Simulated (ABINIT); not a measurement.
# SnTe (Fm-3m) in ABINIT: notebook, part 2 of 2

ABINIT 10.8.3 (patched build). The steps go on from the part before.

## 4. Band structure, PBE

run.abi reads:

```
# Datasets: ground state, then fixed potential
ndtset 2

# Pseudopotentials
pp_dirpath "./"
pseudos "Te.GGA_PBE-JTH.xml, Sn.GGA_PBE-JTH_sp.xml"

# Structure
acell 3*1.0 Angstrom
rprim
     0.0000000000     3.1508500000     3.1508500000
     3.1508500000     0.0000000000     3.1508500000
     3.1508500000     3.1508500000     0.0000000000
ntypat 2
znucl 52 50
natom 2
typat 1 2
xcart
     5.9542435598     5.9542435598     5.9542435598
     0.0000000000     0.0000000000     0.0000000000

# Plane-wave basis
ecut 408.170794 eV
pawecutdg 30.0

# Exchange and correlation
ixc 11

# Bands and occupations
occopt 3
tsmear 0.05 eV

# SCF cycle
nstep 100

# Output
iomode 3
prtwf 0
prteig 0
prtebands 0
prtden1 1
prtvha1 1
prtvclmb1 1
prtpot1 1

# Dataset 1
kptopt1 1
ngkpt1 7 7 7
nshiftk1 1
shiftk1 0.0 0.0 0.0
nband1 9
tolvrs1 1.0e-9

# Dataset 2: bands along G-X-W-K-G-L-U-W-L-K
iscf2 -2
getden2 1
nband2 13
nbdbuf2 2
tolwfr2 1.0e-12
kptopt2 -9
ndivsm2 8
prteig2 1
prtvol2 -3
kptbounds2
     0.0000000000     0.0000000000     0.0000000000
     0.5000000000     0.0000000000     0.5000000000
     0.5000000000     0.2500000000     0.7500000000
     0.3750000000     0.3750000000     0.7500000000
     0.0000000000     0.0000000000     0.0000000000
     0.5000000000     0.5000000000     0.5000000000
     0.6250000000     0.2500000000     0.6250000000
     0.5000000000     0.2500000000     0.7500000000
     0.5000000000     0.5000000000     0.5000000000
     0.3750000000     0.3750000000     0.7500000000
```

Potentials or basis: JTH PAW PBE v2.0 sp.

Command:

```sh
$ abinit run.abi > log 2>&1
```

run.abo:

```text
.Version 10.8.3 of ABINIT
 DATASET    1 : space group Fm -3 m (#225); Bravais cF (face-center cubic)
================================================================================
 Values of the parameters that define the memory need for DATASET  1.
     intxc =       0    ionmov =       0      iscf =      17    lmnmax =      13
     lnmax =       5     mgfft =      30  mpssoang =       3    mqgrid =    3001
     natom =       2  nloc_mem =       2    nspden =       1   nspinor =       1
    nsppol =       1      nsym =      48    n1xccc =       1    ntypat =       2
    occopt =       3   xclevel =       2
       mpw =        1187          nfft =       27000          nkpt =          20
 PAW method is used; the additional fine FFT grid is defined by:
   mgfftf=        45    nfftf =     91125
================================================================================
================================================================================

 DATASET    2 : space group Fm -3 m (#225); Bravais cF (face-center cubic)
================================================================================
 Values of the parameters that define the memory need for DATASET  2.
     intxc =       0    ionmov =       0      iscf =      -2    lmnmax =      13
     lnmax =       5     mgfft =      30  mpssoang =       3    mqgrid =    3001
     natom =       2  nloc_mem =       2    nspden =       1   nspinor =       1
    nsppol =       1      nsym =      48    n1xccc =       1    ntypat =       2
    occopt =       3   xclevel =       2
       mpw =        1224          nfft =       27000          nkpt =         139
 PAW method is used; the additional fine FFT grid is defined by:
   mgfftf=        45    nfftf =     91125
================================================================================
================================================================================

--------------------------------------------------------------------------------
------------- Echo of variables that govern the present computation ------------
--------------------------------------------------------------------------------
 -outvars: echo values of preprocessed input variables --------
            acell      1.8897261259E+00  1.8897261259E+00  1.8897261259E+00 Bohr
              amu      1.27600000E+02  1.18710000E+02
             ecut      1.50000000E+01 Hartree
           getden1          0
           getden2          1
             iscf1         17
             iscf2         -2
              ixc          11
           jdtset        1    2
           kptopt1          1
           kptopt2         -9
         kptrlatt        7    0    0      0    7    0      0    0    7
          kptrlen1     5.89440040E+01
          kptrlen2     3.00000000E+01
            natom           2
            nband1          9
            nband2         13
           nbdbuf1          0
           nbdbuf2          2
           ndtset           2
           ndivsm1          0
           ndivsm2          8
            ngfft          30      30      30
          ngfftdg          45      45      45
             nkpt1         20
             nkpt2        139
            nstep         100
             nsym          48
           ntypat           2
           occopt           3
        pawecutdg      3.00000000E+01 Hartree
         pawxcdev           0
        prtebands           0
           prteig1          0
[... 1094 lines left out ...]
  4.57E-13  4.08E-13  2.92E-13  2.21E-13  3.13E-13  5.53E-13  3.37E-13  5.49E-13
  2.10E-13  8.17E-13  5.16E-13  6.31E-09  6.64E-06
 -5.0768E-01 -3.7123E-01 -2.8262E-01 -2.1187E-01 -1.9112E-01  9.4838E-03
  1.5574E-02  6.8040E-02  1.0550E-01  2.0309E-01  2.2157E-01  3.0882E-01
  3.5706E-01
 Non-SCF case, kpt  139 (  0.37500  0.37500  0.75000), residuals and eigenvalues=
  3.39E-13  8.87E-13  2.36E-13  3.41E-13  2.77E-13  2.74E-13  5.44E-13  2.82E-13
  4.28E-13  6.08E-13  7.69E-13  4.44E-07  9.02E-05
 -5.0739E-01 -3.6828E-01 -2.8567E-01 -2.1456E-01 -1.9529E-01  1.6610E-02
  1.9153E-02  6.2067E-02  1.1044E-01  2.0988E-01  2.2779E-01  3.1321E-01
  3.4693E-01

--- !ResultsGS
iteration_state: {dtset: 2, }
comment   : Summary of ground state results
lattice_vectors:
- [  0.0000000,   5.9542436,   5.9542436, ]
- [  5.9542436,   0.0000000,   5.9542436, ]
- [  5.9542436,   5.9542436,   0.0000000, ]
lattice_lengths: [   8.42057,    8.42057,    8.42057, ]
lattice_angles: [ 60.000,  60.000,  60.000, ] # degrees, (23, 13, 12)
lattice_volume:   4.2219179E+02
convergence: {deltae:  0.000E+00, res2:  0.000E+00, residm:  9.996E-13, diffor:  0.000E+00, }
etotal    :  -1.19410029E+01
entropy   :   0.00000000E+00
fermie    :  -9.23457814E-02
cartesian_stress_tensor: null
pressure_GPa: null
xred      :
- [  5.0000E-01,   5.0000E-01,   5.0000E-01, Te]
- [ -3.3728E-10,  -3.3728E-10,  -3.3728E-10, Sn]
cartesian_forces: null
force_length_stats: {min: null, max: null, mean: null, }
...

 Integrated electronic density in atomic spheres:
 ------------------------------------------------
 Atom  Sphere_radius  Integrated_density
    1        2.31107          3.14817074
    2        2.70162          2.27489684

================================================================================

 ----iterations are completed or convergence reached----

 Mean square residual over all n,k,spin=   53.274E-14; max=  99.959E-14
 reduced coordinates (array xred) for    2 atoms
       0.499999999663      0.499999999663      0.499999999663
      -0.000000000337     -0.000000000337     -0.000000000337

 cartesian coordinates (angstrom) at end:
    1      3.15084999787454     3.15084999787454     3.15084999787454
    2     -0.00000000212546    -0.00000000212546    -0.00000000212546
 length scales=  1.889726125908  1.889726125908  1.889726125908 bohr
              =  1.000000000000  1.000000000000  1.000000000000 angstroms
 Eigenvalues (hartree) for nkpt= 139  k points:
 kpt#   1, nband= 13, wtk=  1.00000, kpt=  0.0000  0.0000  0.0000 (reduced coord)
  -0.56592   -0.26729   -0.17316   -0.17316   -0.17316    0.03183    0.03183    0.03183
   0.08133    0.08133    0.08133    0.16171    0.16753
 kpt#   2, nband= 13, wtk=  1.00000, kpt=  0.0217  0.0000  0.0217 (reduced coord)
  -0.56572   -0.26858   -0.17355   -0.17355   -0.17139    0.02788    0.03178    0.03178
   0.08001    0.08250    0.08250    0.16203    0.16731
 kpt#   3, nband= 13, wtk=  1.00000, kpt=  0.0435  0.0000  0.0435 (reduced coord)
  -0.56513   -0.27215   -0.17469   -0.17469   -0.16639    0.01737    0.03172    0.03172
   0.07634    0.08594    0.08594    0.16262    0.17264
 kpt#   4, nband= 13, wtk=  1.00000, kpt=  0.0652  0.0000  0.0652 (reduced coord)
  -0.56415   -0.27737   -0.17653   -0.17653   -0.15887    0.00283    0.03178    0.03178
   0.07101    0.09141    0.09141    0.16377    0.18095
 kpt#   5, nband= 13, wtk=  1.00000, kpt=  0.0870  0.0000  0.0870 (reduced coord)
  -0.56279   -0.28357   -0.17899   -0.17899   -0.14968   -0.01356    0.03215    0.03215
   0.06469    0.09868    0.09868    0.16529    0.18589
 kpt#   6, nband= 13, wtk=  1.00000, kpt=  0.1087  0.0000  0.1087 (reduced coord)
  -0.56105   -0.29025   -0.18198   -0.18198   -0.13974   -0.03024    0.03294    0.03294
[... 386 lines left out ...]
  -0.51032   -0.38143   -0.26280   -0.20137   -0.17589   -0.01497   -0.00575    0.07576
   0.09453    0.18671    0.21187    0.30961    0.37216
 kpt# 136, nband= 13, wtk=  1.00000, kpt=  0.4018  0.4018  0.6964 (reduced coord)
  -0.50922   -0.37794   -0.27097   -0.20525   -0.18143   -0.00640    0.00273    0.08456
   0.08806    0.19082    0.21366    0.30856    0.37243
 kpt# 137, nband= 13, wtk=  1.00000, kpt=  0.3929  0.3929  0.7143 (reduced coord)
  -0.50832   -0.37449   -0.27765   -0.20876   -0.18650    0.00179    0.00997    0.07565
   0.09801    0.19652    0.21688    0.30765    0.36570
 kpt# 138, nband= 13, wtk=  1.00000, kpt=  0.3839  0.3839  0.7321 (reduced coord)
  -0.50768   -0.37123   -0.28262   -0.21187   -0.19112    0.00948    0.01557    0.06804
   0.10550    0.20309    0.22157    0.30882    0.35706
 kpt# 139, nband= 13, wtk=  1.00000, kpt=  0.3750  0.3750  0.7500 (reduced coord)
  -0.50739   -0.36828   -0.28567   -0.21456   -0.19529    0.01661    0.01915    0.06207
   0.11044    0.20988    0.22779    0.31321    0.34693

== END DATASET(S) ==============================================================
================================================================================

 -outvars: echo values of variables after computation  --------
            acell      1.8897261259E+00  1.8897261259E+00  1.8897261259E+00 Bohr
           etotal1    -1.1941002898E+01
            fcart1    -0.0000000000E+00 -0.0000000000E+00 -0.0000000000E+00
                      -0.0000000000E+00 -0.0000000000E+00 -0.0000000000E+00
            rprim      0.0000000000E+00  3.1508500000E+00  3.1508500000E+00
                       3.1508500000E+00  0.0000000000E+00  3.1508500000E+00
                       3.1508500000E+00  3.1508500000E+00  0.0000000000E+00
           strten1    -7.1077162358E-05 -7.1077162358E-05 -7.1077162358E-05
                       0.0000000000E+00  0.0000000000E+00  0.0000000000E+00
           xangst      3.1508499979E+00  3.1508499979E+00  3.1508499979E+00
                      -2.1254590368E-09 -2.1254590368E-09 -2.1254590368E-09
             xred      4.9999999966E-01  4.9999999966E-01  4.9999999966E-01
                      -3.3728343729E-10 -3.3728343729E-10 -3.3728343729E-10
 Calculation completed.
```

It took 34 s on 1 thread of Arm Neoverse V2, shared host; peak memory 0.14 GiB.

What came out:

- Free energy: -324.9312 eV
- Valence electrons inside the program's atomic spheres: Te 3.15; Sn 2.27

Levels at the corners of the path, in eV from the Fermi level:
| point | band 3 | band 4 | band 5 | band 6 | band 7 | band 8 |
| --- | --- | --- | --- | --- | --- | --- |
| Γ | -2.20 | -2.20 | -2.20 | 3.38 | 3.38 | 3.38 |
| X | -5.65 | -3.81 | -3.81 | 2.09 | 4.92 | 4.92 |
| W | -4.91 | -4.91 | -0.91 | 0.78 | 4.61 | 4.61 |
| K | -5.26 | -3.33 | -2.80 | 2.96 | 3.03 | 4.20 |
| Γ | -2.20 | -2.20 | -2.20 | 3.38 | 3.38 | 3.38 |
| L | -1.90 | -1.90 | -0.07 | 0.05 | 0.28 | 0.28 |
| U | -5.26 | -3.33 | -2.80 | 2.96 | 3.03 | 4.20 |
| W | -4.91 | -4.91 | -0.91 | 0.78 | 4.61 | 4.61 |
| L | -1.90 | -1.90 | -0.07 | 0.05 | 0.28 | 0.28 |
| K | -5.26 | -3.33 | -2.80 | 2.96 | 3.03 | 4.20 |

Caveat: the cutoff is too short for stress, so the log's stress isn't used; this odd mesh misses L, where the gap lies, so gap, dielectric constants and Born charges aren't listed; spin-orbit coupling is left out, which moves the levels of the heavy elements; this set keeps more shells in the core, which shifts pressures and gaps.
